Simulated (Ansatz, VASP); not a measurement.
# GaN: VASP beside Ansatz

```
Ga N
1.0
     0.00000    1.96610    2.09422
     2.09422    0.00000    2.09422
     2.09422    1.96610    0.00000
Ga N
1 1
Direct
  0.00000 0.00000 0.00000
  0.50000 0.50000 0.50000
```

Alike in both runs: task single point; functional PBE; k mesh 14 × 14 × 14; occupations gaussian, width 0.05 eV; no spin polarisation.

```csv
,VASP,Ansatz
version,VASP 6.6.1,Ansatz 0.2.0
potentials or method,"VASP PAW PBE potentials, release 64 (Ga_d, N)","scalar-relativistic, plane waves, PAW"
plane-wave cutoff (eV),520,420
valence electrons in the cell,18,18
```

|  | VASP | Ansatz | Ansatz less VASP |
| --- | --- | --- | --- |
| gap on the k mesh at the Fermi level (eV) | 0.77 | 0.78 | +0.015 |
| least direct gap on the mesh (eV) | 3.79 | 3.78 | -0.011 |
| pressure (GPa) | 36.0 | 35.1 | -0.91 |
| largest component of the traceless stress (GPa) | 14.88 | 15.03 | +0.148 |

Caveats: so large a pressure means that the cell lies far from this level's equilibrium, or that cutoff or potentials fall short (VASP). A k mesh can miss the band edges.
